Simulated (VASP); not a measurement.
# PtS2 (P-3m1) in VASP: settings compared

One crystal, PtS2, is run at these levels: LAK, r2SCAN0, PBE; tasks: band structure.

Everything below comes from runs of VASP 6.6.1. Logs are shortened: lines on timing, memory, paths and dates and some standing lists are left out, and cuts for length are marked.

### Step 1. The structure

Symmetry: P-3m1, No. 164, trigonal system. Conventional cell: a = 3.543 Å, b = 3.543 Å, c = 5.039 Å, α = 90.00°, β = 90.00°, γ = 120.00°. Pt (site symmetry -3m) has 6 S at 2.34 Å as nearest neighbours. S (site symmetry 3m) is surrounded by 3 Pt at 2.34 Å.

### Step 2. Band structure, LAK

Contents of INCAR:

```
PREC = Accurate
ENCUT = 520
EDIFF = 1E-7
ISMEAR = -1
SIGMA = 0.05
LREAL = F
LASPH = T
NELM = 60
ALGO = Normal
ISIF = 2
LWAVE = F
LCHARG = F
LMAXMIX = 4
METAGGA = LAK
LMIXTAU = T
```

Contents of KPOINTS:

```
regular mesh
0
Gamma
  9 9 5
```

Contents of POSCAR:

```
PtS2
1.0
    3.5432000000      0.0000000000      0.0000000000
   -1.7716000000      3.0685012107      0.0000000000
    0.0000000000      0.0000000000      5.0388000000
Pt S
1 2
Direct
    0.0000000000      0.0000000000      0.0000000000
    0.6666666667      0.3333333333      0.7730000000
    0.3333333333      0.6666666667      0.2270000000
```

Contents of KPOINTS_OPT:

```
path GMKGALHA,LM,KH
10
line-mode
reciprocal
 0.0000000000  0.0000000000  0.0000000000  G
 0.5000000000  0.0000000000  0.0000000000  M

 0.5000000000  0.0000000000  0.0000000000  M
 0.3333333333  0.3333333333  0.0000000000  K

 0.3333333333  0.3333333333  0.0000000000  K
 0.0000000000  0.0000000000  0.0000000000  G

 0.0000000000  0.0000000000  0.0000000000  G
 0.0000000000  0.0000000000  0.5000000000  A

 0.0000000000  0.0000000000  0.5000000000  A
 0.5000000000  0.0000000000  0.5000000000  L

 0.5000000000  0.0000000000  0.5000000000  L
 0.3333333333  0.3333333333  0.5000000000  H

 0.3333333333  0.3333333333  0.5000000000  H
 0.0000000000  0.0000000000  0.5000000000  A

 0.5000000000  0.0000000000  0.5000000000  L
 0.5000000000  0.0000000000  0.0000000000  M

 0.3333333333  0.3333333333  0.0000000000  K
 0.3333333333  0.3333333333  0.5000000000  H
```

Potentials or basis: VASP PAW PBE potentials, release 64 (Pt, S).

The run is started by

```bash
$ cat potpaw_PBE.64/Pt/POTCAR potpaw_PBE.64/S/POTCAR > POTCAR
$ mpirun -np 1 vasp_std > vasp.out
```

OUTCAR:

```text
PREC = Accurate
   ENCUT = 520
   EDIFF = 1E-7
   ISMEAR = -1
   LREAL = F
   LASPH = T
   NELM = 60
   ISIF = 2
   METAGGA = LAK

 ion  position               nearest neighbor table
   1  0.000  0.000  0.000-   2 2.34   3 2.34   2 2.34   3 2.34   2 2.34   3 2.34
   2  0.667  0.333  0.773-   1 2.34   1 2.34   1 2.34
   3  0.333  0.667  0.227-   1 2.34   1 2.34   1 2.34

  LATTYP: Found a hexagonal cell.
 ALAT       =     3.5432000000
 C/A-ratio  =     1.4221043125

  Lattice vectors:

 A1 = (   3.5432000000,   0.0000000000,   0.0000000000)
 A2 = (  -1.7716000000,   3.0685012107,   0.0000000000)
 A3 = (   0.0000000000,   0.0000000000,   5.0388000000)

Analysis of symmetry for initial positions (statically):
=====================================================================
 Subroutine PRICEL returns:
 Original cell was already a primitive cell.

 Routine SETGRP: Setting up the symmetry group for a
 hexagonal supercell.

 Subroutine GETGRP returns: Found 12 space group operations
 (whereof 12 operations were pure point group operations)
 out of a pool of 24 trial point group operations.

The static configuration has the point symmetry D_3d.

Analysis of symmetry for dynamics (positions and initial velocities):
=====================================================================
 Subroutine PRICEL returns:
 Original cell was already a primitive cell.

 Routine SETGRP: Setting up the symmetry group for a
 hexagonal supercell.

 Subroutine GETGRP returns: Found 12 space group operations
 (whereof 12 operations were pure point group operations)
 out of a pool of 24 trial point group operations.

The dynamic configuration has the point symmetry D_3d.

 Subroutine INISYM returns: Found 12 space group operations
 (whereof 12 operations are pure point group operations),
 and found     1 'primitive' translations

----------------------------------------------------------------------------------------

                                     Primitive cell

  volume of cell :      54.7834

  direct lattice vectors                    reciprocal lattice vectors
     3.543200000  0.000000000  0.000000000     0.282230752  0.162946001  0.000000000
    -1.771600000  3.068501211  0.000000000     0.000000000  0.325892001  0.000000000
     0.000000000  0.000000000  5.038800000     0.000000000  0.000000000  0.198459951

  length of vectors
     3.543200000  3.543200000  5.038800000     0.325892001  0.325892001  0.198459951

  position of ions in fractional coordinates (direct lattice)
     0.000000000  0.000000000  0.000000000
     0.666666667  0.333333333  0.773000000
     0.333333333  0.666666667  0.227000000
[... 93 lines left out ...]
   ISMEAR =    -1;   SIGMA  =   0.05  broadening in eV -4-tet -1-fermi 0-gaus
   EFERMI_NEDOS =   21; number of points for ismear=-14 and -15
   IALGO  =     38    algorithm
   IMIX   =      4    mixing-type and parameters
     AMIX     =   0.40;   BMIX     =  1.00
     AMIX_MAG =   1.60;   BMIX_MAG =  1.00
  volume/ion in A,a.u.               =      18.26       123.23
  Fermi-wavevector in a.u.,A,eV,Ry     =   1.207812  2.282434 19.848315  1.458810
  Thomas-Fermi vector in A             =   2.343439
   LORBIT       =      0    0 simple, 1 ext, 2 COOP (PROOUT), +10 PAW based schemes
   METAGGA = LAK    functional components
   LHFCALC =     F    Hartree Fock is set to
   AEXX    =    0.0000 exact exchange contribution
   IVDW    =     0    specifies the selected vdW correction
   LEPSILON=     F    determine dielectric tensor
   LRPA    =     F    only Hartree local field effects (RPA)
 non-spin polarized calculation
  energy-cutoff  :      520.00
  volume of cell :       54.78
 maximum number of plane-waves:      1507
 NGX is ok and might be reduce to    28
   NGX = 13   NGY = 13   NGZ = 19

 number of electron      22.0000001 magnetization

 Free energy of the ion-electron system (eV)
  ---------------------------------------------------
  ext. energy  EPLUGINS =         0.00000000
  ---------------------------------------------------
  free energy    TOTEN  =        48.27366751 eV

  energy without entropy =       48.27366766  energy(sigma->0) =       48.27366758

 E-fermi :   7.2588     XC(G=0): -11.1518

 val. band max:        6.5794672139   @ k =   0.0000   0.2222   0.2000
 cond. band min:       7.9661957146   @ k =   0.0000   0.3333   0.2000
 fundamental gap:      1.3867285007
 Fermi energy:         7.2588197011

 k-point     1 :       0.0000    0.0000    0.0000
  band No.  band energies     occupation
      1      -9.7469      2.00000
      2      -6.3899      2.00000
      3      -0.7376      2.00000
      4      -0.7375      2.00000
      5      -0.5629      2.00000
      6       2.4645      2.00000
      7       2.4645      2.00000
      8       4.7372      2.00000
      9       5.3572      2.00000
     10       5.3572      2.00000
     11       6.5368      2.00000
     12       9.3727      0.00000
     13       9.3727      0.00000
     14      12.2043      0.00000
[... 401 lines left out ...]
      2      -7.0587      2.00000
      3      -0.3970      2.00000
      4      -0.1677      2.00000
      5       0.6987      2.00000
      6       1.2030      2.00000
      7       1.9292      2.00000
      8       3.3243      2.00000
      9       4.7404      2.00000
     10       4.9558      2.00000
     11       6.2497      2.00000
     12       8.0330      0.00000
     13       8.8479      0.00000
     14      12.9504      0.00000
     15      14.9782      0.00000

 [... further k-points ...]

------------------------ aborting loop because EDIFF is reached ----------------------------------------

  FORCE on cell =-STRESS in cart. coord.  units (eV):
  Direction    XX          YY          ZZ          XY          YZ          ZX
  --------------------------------------------------------------------------------------
  -------------------------------------------------------------------------------------
  Total        4.2792629      4.2792629      4.0509190      0.0000000     -0.0000000      0.0000000
  in kB      125.1498889    125.1498889    118.4718199      0.0000000     -0.0000000      0.0000000
  external PRESSURE =     122.9238659 kB  Pullay stress =       0.0000000 kB

 VOLUME and BASIS-vectors are now :
 -----------------------------------------------------------------------------
  energy-cutoff  :      520.00
  volume of cell :       54.78
      direct lattice vectors                 reciprocal lattice vectors
     3.543200000  0.000000000  0.000000000     0.282230752  0.162946001  0.000000000
    -1.771600000  3.068501211  0.000000000     0.000000000  0.325892001  0.000000000
     0.000000000  0.000000000  5.038800000     0.000000000  0.000000000  0.198459951

 POSITION                                       TOTAL-FORCE (eV/Angst)
 -----------------------------------------------------------------------------------
      0.00000      0.00000      0.00000        -0.000000      0.000000      0.000000
      1.77160      1.02283      3.89499         0.000000     -0.000000     -1.357405
     -0.00000      2.04567      1.14381        -0.000000      0.000000      1.357405
 -----------------------------------------------------------------------------------
    total drift:                                0.000000     -0.000000      0.000000

  FREE ENERGIE OF THE ION-ELECTRON SYSTEM (eV)
  ---------------------------------------------------
  free  energy   TOTEN  =        48.2736675081 eV

  energy  without entropy=       48.2736676572  energy(sigma->0) =       48.27366758
```

stdout:

```text
POSCAR found type information on POSCAR PtS
 POSCAR found :  2 types and       3 ions
 scaLAPACK will be used
 -----------------------------------------------------------------------------
|                                                                             |
|                                                                             |
|     You enforced a specific xc type in the INCAR file but a different       |
|     I HOPE YOU KNOW WHAT YOU ARE DOING!                                     |
|                                                                             |
 -----------------------------------------------------------------------------

 LDA part: xc-table for (None), standard interpolation
 POSCAR, INCAR and KPOINTS ok, starting setup
 FFT: planning ... GRIDC
 FFT: planning ... GRID_SOFT
 FFT: planning ... GRID
 WAVECAR not read
 entering main loop
 Start KPOINTS_OPT (optional k-point list driver)
k-point batch [1-50\90]
k-point batch [51-90\90]
```

It took 3.8 min on 1 thread of AMD EPYC 9R45 (Zen 5), shared host; peak memory 0.19 GiB.

What came out:

```
Free energy             : 48.2737 eV
Pressure                : 12.3 GPa
Largest force           : 1.357 eV/Å
Band gap on the k mesh  : 1.39 eV, indirect (least direct gap 1.48 eV)
Band gap along the path : 1.36 eV, indirect (least direct gap 1.95 eV)
```

Forces in eV/Å, atoms in the order of the input:
```
Pt   0.000  0.000  0.000
S    0.000  0.000 -1.357
S    0.000  0.000  1.357
```

Stress tensor (GPa, compression positive):
```
12.51  0.00  0.00
 0.00 12.51  0.00
 0.00  0.00 11.85
```

Levels at the corners of the path, in eV from the valence-band top:
```tsv
point	band 7	band 8	band 9	band 10	band 11	band 12	band 13	band 14	band 15
Γ	-4.12	-1.84	-1.22	-1.22	-0.04	2.79	2.79	5.62	6.84
M	-3.53	-3.47	-3.37	-3.06	-2.36	2.13	3.20	6.12	7.43
M	-3.53	-3.47	-3.37	-3.06	-2.36	2.13	3.20	6.12	7.43
K	-4.73	-3.80	-2.76	-1.55	-1.55	1.42	1.42	6.20	8.75
K	-4.73	-3.80	-2.76	-1.55	-1.55	1.42	1.42	6.20	8.75
Γ	-4.12	-1.84	-1.22	-1.22	-0.04	2.79	2.79	5.62	6.84
Γ	-4.12	-1.84	-1.22	-1.22	-0.04	2.79	2.79	5.62	6.84
A	-4.14	-2.47	-1.41	-1.41	-0.88	3.28	3.28	6.36	8.33
A	-4.14	-2.47	-1.41	-1.41	-0.88	3.28	3.28	6.36	8.33
L	-3.48	-3.39	-3.21	-2.79	-1.41	2.41	2.77	6.01	6.35
L	-3.48	-3.39	-3.21	-2.79	-1.41	2.41	2.77	6.01	6.35
H	-4.52	-3.69	-3.63	-1.96	-1.96	2.58	2.58	7.92	8.65
H	-4.52	-3.69	-3.63	-1.96	-1.96	2.58	2.58	7.92	8.65
A	-4.14	-2.47	-1.41	-1.41	-0.88	3.28	3.28	6.36	8.33
L	-3.48	-3.39	-3.21	-2.79	-1.41	2.41	2.77	6.01	6.35
M	-3.53	-3.47	-3.37	-3.06	-2.36	2.13	3.20	6.12	7.43
K	-4.73	-3.80	-2.76	-1.55	-1.55	1.42	1.42	6.20	8.75
H	-4.52	-3.69	-3.63	-1.96	-1.96	2.58	2.58	7.92	8.65
```

Caveat: the PAW data sets were made with another functional, which shifts forces and pressure a little; spin-orbit coupling is left out, which moves the levels of the heavy elements.

### Step 3. Band structure, r2SCAN0

POSCAR is that of step 2.

Contents of INCAR.step1:

```
SYSTEM = PtS2
  PREC = Accurate
  ENCUT = 520
  EDIFF = 1E-5
  ISMEAR = -1
  SIGMA = 0.05
  LREAL = .False.
  LASPH = .True.
  NELM = 60
  ALGO = Normal
  ISIF = 2
  LWAVE = .True.
  LCHARG = .False.
  LMAXMIX = 4
  NBANDS = 18
  GGA = PE
```

Contents of INCAR.step2:

```
SYSTEM = PtS2
  PREC = Accurate
  ENCUT = 520
  EDIFF = 1E-7
  ISMEAR = -1
  SIGMA = 0.05
  LREAL = .False.
  LASPH = .True.
  NELM = 60
  ALGO = Normal
  ISIF = 2
  LWAVE = .False.
  LCHARG = .False.
  LMAXMIX = 4
  METAGGA = R2SCAN
  LHFCALC = .True.
  AEXX = 0.25
  LMIXTAU = .True.
  PRECFOCK = Fast
  HFRCUT = -1
  NBANDS = 18
  ISTART = 1
```

Contents of KPOINTS:

```
regular mesh
0
Gamma
  5 5 3
  0 0 0
```

KPOINTS_OPT: that of step 2 with these lines changed.

```diff
@@ -1,3 +1,3 @@
 path GMKGALHA,LM,KH
-10
+12
 line-mode
```

Potentials or basis: VASP PAW PBE potentials, release 64 (Pt, S).

The run is started by

```bash
$ cat potpaw_PBE.64/Pt/POTCAR potpaw_PBE.64/S/POTCAR > POTCAR
$ cp INCAR.step1 INCAR
$ mpirun -np 1 vasp_std > vasp.out
$ cp INCAR.step2 INCAR
$ mpirun -np 1 vasp_std > vasp.out
```

It took 49 min on 1 thread of AMD EPYC 9R45 (Zen 5), shared host; peak memory 0.21 GiB.

It converged, with:

```yaml
Free_energy: -60.6582 eV
Pressure: 5.4 GPa
Largest_force: 0.879 eV/Å
Band_gap_on_the_k_mesh: 2.63 eV, indirect (least direct gap 2.95 eV)
Band_gap_along_the_path: 2.33 eV, indirect (least direct gap 3.12 eV)
```

Forces on the atoms (eV/Å):
```
Pt   0.000  0.000  0.000
S    0.000  0.000 -0.879
S    0.000  0.000  0.879
```

Stress tensor (GPa, compression positive):
```
4.53 0.00 0.00
0.00 4.53 0.00
0.00 0.00 7.18
```

Levels at the corners of the path, in eV from the valence-band top:
```tsv
point	band 9	band 10	band 11	band 12	band 13	band 14
Γ	-1.28	-1.28	-0.04	3.91	3.91	6.48
M	-3.91	-3.47	-2.92	3.28	4.48	7.36
M	-3.91	-3.47	-2.92	3.28	4.48	7.36
K	-3.02	-2.10	-2.10	2.44	2.44	7.58
K	-3.02	-2.10	-2.10	2.44	2.44	7.58
Γ	-1.28	-1.28	-0.04	3.91	3.91	6.48
Γ	-1.28	-1.28	-0.04	3.91	3.91	6.48
A	-1.48	-1.48	-1.38	4.50	4.50	7.29
A	-1.48	-1.48	-1.38	4.50	4.50	7.29
L	-3.55	-3.47	-1.62	3.57	3.97	7.32
L	-3.55	-3.47	-1.62	3.57	3.97	7.32
H	-4.04	-2.64	-2.64	3.81	3.81	9.54
H	-4.04	-2.64	-2.64	3.81	3.81	9.54
A	-1.48	-1.48	-1.38	4.50	4.50	7.29
L	-3.55	-3.47	-1.62	3.57	3.97	7.32
M	-3.91	-3.47	-2.92	3.28	4.48	7.36
K	-3.02	-2.10	-2.10	2.44	2.44	7.58
H	-4.04	-2.64	-2.64	3.81	3.81	9.54
```

Caveat: the PAW data sets were made with another functional, which shifts forces and pressure a little; spin-orbit coupling is left out, which moves the levels of the heavy elements; the mesh misses the band edges, which the band path finds closer together.

(Part 1 of 2 ends here.)
